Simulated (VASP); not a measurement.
The system is CuO.

```
Cu O
1.0
     4.16094    0.00000    0.00000
     0.00000    4.16094    0.00000
     0.00000    0.00000    3.88764
Cu O
3 3
Direct
  0.50000 0.00000 0.50000
  0.00000 0.50000 0.50000
  0.00000 0.00000 0.00000
  0.00000 0.00000 0.50000
  0.50000 0.00000 0.00000
  0.00000 0.50000 0.00000
```

Measurements of this composition are mostly on another form, of space group No. 15.

```yaml
Program: VASP 6.6.1
Task: single point
Functional: PBE
Potentials_or_basis: VASP PAW PBE potentials, release 64 (Cu, O)
Cutoff: 520 eV
k_mesh: 7 × 7 × 7
Occupations: fermi-dirac, width 0.05 eV
Spin: no spin polarisation
```

On this cell: pressure 2.3 GPa; largest force under 0.003 eV/Å; band gap on the k mesh none (metal or under the smearing width).

The same run follows on a disturbed copy (atoms moved at random, drawn with an rms of 0.05 Å):

```
Cu O
1.0
     4.16094    0.00000    0.00000
     0.00000    4.16094    0.00000
     0.00000    0.00000    3.88764
Cu O
3 3
Direct
  0.50463 0.00547 0.48906
  0.99872 0.49951 0.49366
  0.01083 0.99558 0.00008
  0.00346 0.99483 0.50227
  0.50448 0.99361 0.99928
  0.00002 0.49581 0.00912
```

Q: What does the disturbed cell give?

A: The energy (extrapolated to zero smearing) moves by +6.8 meV/atom; pressure 2.7 GPa; largest force 0.814 eV/Å; band gap on the k mesh none (metal or under the smearing width).

Forces in eV/Å, atoms in the order of the input:
```
Cu   0.013 -0.030  0.569
Cu  -0.011 -0.146  0.801
Cu  -0.192  0.011  0.010
O    0.033  0.112 -0.124
O    0.107  0.058 -0.469
O    0.050 -0.005 -0.787
```

Stress tensor (GPa, compression positive):
```
2.47 0.01 0.00
0.01 2.46 0.09
0.00 0.09 3.13
```

Caveats: an odd number of electrons without spin polarisation forces a metal; a magnetic or distorted state may lie lower; the run has no spin polarisation, though such a crystal can be magnetic; semilocal functionals often make such compounds metallic where correlation or magnetic order opens a gap, which also shifts bond lengths.
